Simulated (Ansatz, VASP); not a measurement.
## Two plane-wave programs on C

The input INCAR:

```
SYSTEM = C
ALGO = Normal
EDIFF = 1E-6
ENCUT = 520
GGA = PE
ISIF = 2
ISMEAR = 0
IVDW = 12
LASPH = .TRUE.
LCHARG = .FALSE.
LREAL = .FALSE.
LWAVE = .FALSE.
NBANDS = 11
NELM = 100
PREC = Accurate
SIGMA = 0.05
```

Contents of KPOINTS:

```
k-points
0
G
  15 15 15
  0 0 0
```

Contents of POSCAR:

```
C
1.0
    1.2119157437      0.6996998808      3.3052526588
   -1.2119157437      0.6996998808      3.3052526588
    0.0000000000     -1.3993997617      3.3052526588
C
2
Direct
    0.1760162971      0.1760162971      0.1760162971
    0.8239837029      0.8239837029      0.8239837029
```

Input for Ansatz:

```yaml
crystal:
  lattice:
    - [1.2119157437, 0.6996998808, 3.3052526588]
    - [-1.2119157437, 0.6996998808, 3.3052526588]
    - [0.0, -1.3993997617, 3.3052526588]
  atoms:
    - { symbol: C, position: [0.1760162971, 0.1760162971, 0.1760162971] }
    - { symbol: C, position: [0.8239837029, 0.8239837029, 0.8239837029] }
basis:
  ecutwfc: 520.0
kpoints:
  mp_grid: { grid: [15, 15, 15] }
hamiltonian:
  xc: pbe
  dispersion: d3bj
scf:
  occupations: { method: gaussian, width: 0.05 }
output:
  forces: true
  stress: true
  eigenvalues: true
  write_density: true
  write_potential: true
  elf: true
  volumetric_format: npy
```

Change from the starting cell: mode 4 frozen in at +0.095 Å, equal normal strain along x, y and z -0.0167.

Alike in both runs: task single point; functional PBE; dispersion D3(BJ); k mesh 15 × 15 × 15; occupations gaussian, width 0.05 eV; no spin polarisation.

|  | VASP | Ansatz |
| --- | --- | --- |
| version | VASP 6.6.1 | Ansatz 0.2.0 |
| potentials or method | VASP PAW PBE potentials, release 64 (C) | scalar-relativistic, plane waves, PAW |
| plane-wave cutoff (eV) | 520 | 520 |
| valence electrons in the cell | 8 | 8 |

```csv
,VASP,Ansatz,Ansatz less VASP
gap on the k mesh at the Fermi level (eV),0.43,0.43,-0.001
least direct gap on the mesh (eV),0.43,0.43,-0.001
pressure (GPa),14.4,13.9,-0.49
largest component of the traceless stress (GPa),19.21,18.65,-0.561
rms of the force components (eV/Å),1.782,1.789,+0.0066
```

Atom by atom the forces differ by 0.007 eV/Å (rms over components).

Caveats: an odd mesh through Γ misses points on the zone boundary, where band edges often lie; forces of over 1 eV/Å show positions far from the minimum, so gaps and moduli don't describe the material at rest.
